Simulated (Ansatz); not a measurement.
**Calculated with Ansatz: Tl3HgO, settings compared**

Launch command:

```bash
ansatz run input.yaml --threads 1 --pin off --max-ram 2560MiB --backend cpu --events-out ev --progress --plain --runs-dir out
```

input.yaml:

```yaml
crystal:
  lattice:
    - [3.444701, 5.966396, 0.0]
    - [-3.444701, 5.966396, 0.0]
    - [0.0, 0.0, 6.130924]
  atoms:
    - { symbol: Tl, position: [0.16078, 0.16078, 0.25] }
    - { symbol: Tl, position: [0.83922, 0.32156, 0.75] }
    - { symbol: Tl, position: [0.67844, 0.16078, 0.25] }
    - { symbol: Tl, position: [0.83922, 0.83922, 0.75] }
    - { symbol: Tl, position: [0.16078, 0.67844, 0.25] }
    - { symbol: Tl, position: [0.32156, 0.83922, 0.75] }
    - { symbol: Hg, position: [0.66667, 0.66666, 0.25] }
    - { symbol: Hg, position: [0.33333, 0.33334, 0.75] }
    - { symbol: O, position: [0.0, 0.0, 0.0] }
    - { symbol: O, position: [0.0, 0.0, 0.5] }
  symmetry: { tolerance: 0.0003 }
kpoints:
  mp_grid: { grid: [3, 3, 3], shift: [0, 0, 0] }
magnetization:
  spin_polarized: false
scf:
  occupations: { method: fermi_dirac }
hamiltonian:
  pseudopotentials: { kind: paw }
  xc: pbe
basis:
  ecutwfc: 420
output:
  forces: true
  stress: true
  eigenvalues: true
```

Origin of the cell: a known structure type with other elements, at an estimated volume, so it need not be a known compound.

The smearing width isn't typed, so it takes its default of 0.1 eV.

Output of this run (shortened):

```
Warning: the atoms were moved onto the symmetric positions of the space group found under crystal.symmetry.tolerance 3.0e-4 (fractional; no operation is sought that the atoms, as they stand i […]
Pseudopotentials: kind: paw
Pseudopotential: Tl, paw, valence charge 13, recommended cutoff 420 eV (normal), Tl.paw.azcp
Pseudopotential: Hg, paw, valence charge 20, recommended cutoff 420 eV (normal), Hg.paw.azcp
Pseudopotential: O, paw, valence charge 6, recommended cutoff 420 eV (normal), O.paw.azcp
Functional definition: PBE
  exchange = pbe_x(kappa = kappa, mu = beta*pi^2/3)
  correlation = pbe_c(beta = beta)
Crystal: 10 atoms, lattice volume = 252.011 Å³
Basis set: ecut = 420 eV, 4941 PW (Γ), exchange–correlation on 96×96×90 points (8 copies of the dense FFT grid, shifted against one another)
Bands: 78, of which v1, the nominal top of the filled ones, is band 65 counted from 1 (64 counted from 0)
Symmetry: 24 space group operations
[… 8 lines left out …]
Initial density: superposition of atomic densities (neutral atoms: chi_scale 0, normalization atom), corrected by the library's trained network
Functional: x = pbe(κ = 0.804, μ = 0.219515), c = pbe(β = 0.066725)
SCF iter   1: F=—  HF=-97424.566561 eV  Δρ=2.40e-3  dr2=2.40e-2  defer=3
SCF iter   2: F=—  HF=-97424.568198 eV  Δρ=1.31e-3  dr2=9.19e-3  defer=4
SCF iter   3: F=—  HF=-97424.566687 eV  Δρ=3.02e-4  dr2=3.53e-4
SCF iter   4: F=—  HF=-97424.566636 eV  Δρ=1.05e-4  dr2=3.66e-5
SCF iter   5: F=—  HF=-97424.566515 eV  Δρ=2.92e-5  dr2=2.73e-6
SCF iter   6: F=—  HF=-97424.566517 eV  Δρ=7.25e-6  dr2=1.57e-7
SCF iter   7: F=-97424.566517 eV  HF=-97424.566517 eV  Δρ=2.31e-6  dr2=2.03e-8
SCF 1 converged in 7 iterations: F = -97424.566517 eV  dr2 = 2.03e-8
SCF converged after 7 iterations
Free energy (F): -97424.566517 eV
Harris-Foulkes:  -97424.566517 eV  (|F-HF|=3.23e-9)
Internal energy: -97424.456872 eV  (E = F + TS)
E sigma→0 (E₀):  -97424.511695 eV
Entropy (-TS):   -0.109644 eV (-10.964 meV/atom)
Fermi energy:    10.172085 eV
--- Per-component energies (eV) ---
  E_band       = -916.222947
  E_kinetic    = 3563.899969
  E_local      = -12388.347651  (includes V_loc(G=0)·N_el)
  E_nonlocal   = 2147.167728
  E_hartree    = 4960.714554
  E_xc         = -1975.097660
  E_vxc        = -1567.922143  (∫ρ·V_xc dr)
  E_paw        = -81189.832930  (= ΣΔE_a)
  E_vpaw       = -2592.450057  (= ΣTr[D̂ρ^β])
  E_aug_tail   = 0.006719  (compensation charges beyond the density's cutoff)
  E_ewald      = -12542.967601
  E_smearing   = -0.109644  (= −TS)
  Σ components = -97424.566517   (vs F -97424.566517, Δ=0.00e0)
--- Forces (eV/Å), atoms counted from 1 ---
  atom   1  Tl     0.000000     0.713671    -0.000000
  atom   2  Tl    -0.618058     0.356836     0.000000
  atom   3  Tl    -0.618058    -0.356836     0.000000
[… 2 lines left out …]
  atom   6  Tl     0.618058     0.356836    -0.000000
  atom   7  Hg    -0.000000    -0.000000     0.000000
  atom   8  Hg     0.000000     0.000000    -0.000000
  atom   9  O     -0.000000     0.000000     0.000000
  atom  10  O     -0.000000     0.000000     0.000000
  max |Σ_I F_I| component: 3.31e-16 eV/Å
--- Stress (GPa, compression-positive) ---
        4.387810      -0.000000      -0.000000
       -0.000000       4.387810      -0.000000
       -0.000000      -0.000000       4.052890
  P = ⅓ Tr σ = 4.2762 GPa (42.762 kbar)
```

The same input was run again with these changes:

1. `scf.occupations.method` fermi_dirac → tetrahedron; `basis.ecutwfc` 420 → "350 eV"; `scf.lower_state_search` default → "off"
2. `scf.occupations.method` fermi_dirac → methfessel_paxton; `scf.occupations.width` default → 0.15; `hamiltonian.pseudopotentials` { kind: paw } → { kind: paw, source: jth }
3. `basis.xc_grid` default → 1
4. `scf.occupations.method` fermi_dirac → tetrahedron; `scf.mixing.algorithm` default → broyden; `scf.mixing.beta` default → 0.7; `basis.ecutwfc` 420 → "18.4 Ry"

```csv
run,end,SCF iterations,P (GPa),max force component (eV/Å),moment (μB),ΔE(σ→0) (meV/atom)
base,converged,7,4.28,0.714,–,0
1,converged,8,4.35,0.744,–,12.79
2,converged,11,4.16,0.691,–,–
3,converged,7,4.28,0.714,–,0.00
4,converged,9,4.49,0.732,–,1052.52
```

Energies are compared only where functional, datasets, charge and starting cell are the same.

Not properties of the system: run 1 (too coarse or loose: `basis.ecutwfc` = "350 eV"), run 4 (too coarse or loose: `basis.ecutwfc` = "18.4 Ry").

Caveats of the base run: no spin, though holes on the anions or broken bonds may carry moments; no spin-orbit coupling, though heavy elements are present; the k mesh is coarse if the cell is a metal.

Run 1: forces and stress under tetrahedra may miss the slope of the energy; the cutoff lies below the datasets' advice.
Run 2: the cutoff lies below the datasets' advice.
Run 4: forces and stress under tetrahedra may miss the slope of the energy; the cutoff lies below the datasets' advice.

The base run ran for 6.8 s on 1 thread of Arm Neoverse V1, on a shared host, peak memory 0.51 GiB, from the program's own first density.
